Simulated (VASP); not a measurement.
A run of VASP 6.6.1 is set up as follows.

Contents of INCAR:

```
SYSTEM = La2O3
PREC = Accurate
ENCUT = 520
EDIFF = 1E-6
ISMEAR = 0
SIGMA = 0.02
LREAL = .False.
LASPH = .True.
NELM = 60
ALGO = Normal
ISIF = 2
LWAVE = .False.
LCHARG = .False.
MAGMOM = 0 0 0 0 0 0 0 0 0 0 0 0 0 0 0
LORBIT = 11
LSORBIT = .True.
GGA_COMPAT = .False.
LMAXMIX = 6
GGA = CA
KPAR = 4
```

KPOINTS

```
Automatic mesh
0
Gamma
  6 6 4
  0 0 0
```

File POSCAR:

```
La2O3
1.0
    3.9307778780      0.0000000000      0.0000000000
   -1.9653889390      3.4041534990      0.0000000000
    0.0000000000      0.0000000000      6.1119535200
La O
2 3
Direct
    0.3333333333      0.6666666667      0.2462356800
    0.6666666667      0.3333333333      0.7537643200
    0.0000000000      0.0000000000      0.0000000000
    0.3333333333      0.6666666667      0.6458906500
    0.6666666667      0.3333333333      0.3541093500
```

The input KPOINTS_OPT:

```
path GMKGALHA,LM,KH
10
line-mode
reciprocal
 0.0000000000  0.0000000000  0.0000000000  G
 0.5000000000  0.0000000000  0.0000000000  M

 0.5000000000  0.0000000000  0.0000000000  M
 0.3333333333  0.3333333333  0.0000000000  K

 0.3333333333  0.3333333333  0.0000000000  K
 0.0000000000  0.0000000000  0.0000000000  G

 0.0000000000  0.0000000000  0.0000000000  G
 0.0000000000  0.0000000000  0.5000000000  A

 0.0000000000  0.0000000000  0.5000000000  A
 0.5000000000  0.0000000000  0.5000000000  L

 0.5000000000  0.0000000000  0.5000000000  L
 0.3333333333  0.3333333333  0.5000000000  H

 0.3333333333  0.3333333333  0.5000000000  H
 0.0000000000  0.0000000000  0.5000000000  A

 0.5000000000  0.0000000000  0.5000000000  L
 0.5000000000  0.0000000000  0.0000000000  M

 0.3333333333  0.3333333333  0.0000000000  K
 0.3333333333  0.3333333333  0.5000000000  H
```

Potentials or basis: VASP PAW LDA potentials, release 64 (La, O).

Launch:

```console
$ cat potpaw_LDA.64/La/POTCAR potpaw_LDA.64/O/POTCAR > POTCAR
$ mpirun -np 4 vasp_ncl > vasp.out
```

**Question.** Predict the pressure.

**Answer.** -6.4 GPa.

**Question.** Predict the largest force.

**Answer.** 0.159 eV/Å.

Stress tensor (GPa, compression positive):
```
-6.56  0.00  0.00
 0.00 -6.56  0.00
 0.00  0.00 -5.98
```
